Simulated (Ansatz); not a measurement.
Starting cell, CaF2 (fluorite):

```yaml
crystal:
  lattice:
    - [0.00000, 2.75548, 2.75548]
    - [2.75548, 0.00000, 2.75548]
    - [2.75548, 2.75548, 0.00000]
  atoms:
    - { symbol: Ca, position: [0.00000, 0.00000, 0.00000] }
    - { symbol: F, position: [0.25000, 0.25000, 0.25000] }
    - { symbol: F, position: [0.75000, 0.75000, 0.75000] }
```

In this cell atom 3 (F, nearest neighbour Ca at 2.386 Å; its periodic images, 3.9 Å or more away, move with it) is moved by s along Cartesian [111], unit vector (0.577, 0.577, 0.577); all other atoms and the cell stay fixed.

All values below come from PBE (plane waves to 420 eV, PAW, scalar-relativistic; Ansatz, a program for electronic structure). k mesh 8×8×8 (Γ-centred), Fermi-Dirac smearing 0.05 eV. E stands for the smeared free energy. Compression counts positive. F∥ is the force on the atom along that direction. CaF2 was relaxed with its symmetry unable to fall. ΔE is measured from the undisplaced structure.

```
s (Å)   ΔE (eV/cell)  F∥ (eV/Å)  P (GPa)
------  ------------  ---------  -------
-0.240        0.1008      0.769     1.09
-0.192        0.0667      0.647     0.74
-0.144        0.0389      0.511     0.44
-0.096        0.0179      0.359     0.20
-0.048        0.0047      0.190     0.05
0.000         0.0000      0.000     0.00
0.048         0.0050     -0.215     0.06
0.096         0.0211     -0.458     0.25
0.144         0.0496     -0.738     0.59
0.192         0.0926     -1.061     1.11
0.240         0.1523     -1.437     1.82
```

Derived quantities:

| Item | Result |
|---|---|
| Energy at s = 0.240 Å | 152.3 meV/cell |
| Force along the line at s = -0.240 Å | 0.769 eV/Å |
| Symmetry of the curve | not even: the positive side lies higher at ±0.240 Å |
| Shape of the curve | a single well with its minimum at or next to zero displacement |
| Force constant k = d²E/ds² at s = 0 (finite differences) | 4.20 eV/Å² |
| Harmonic estimate at the end of the scan | ½ks² = 121.0 meV/cell against the computed 152.3 meV/cell, so the well is stiffer than harmonic there |

(A displaced cell: forces are minus the slopes of the energy, force constants its curvatures, and phonons follow from these.)
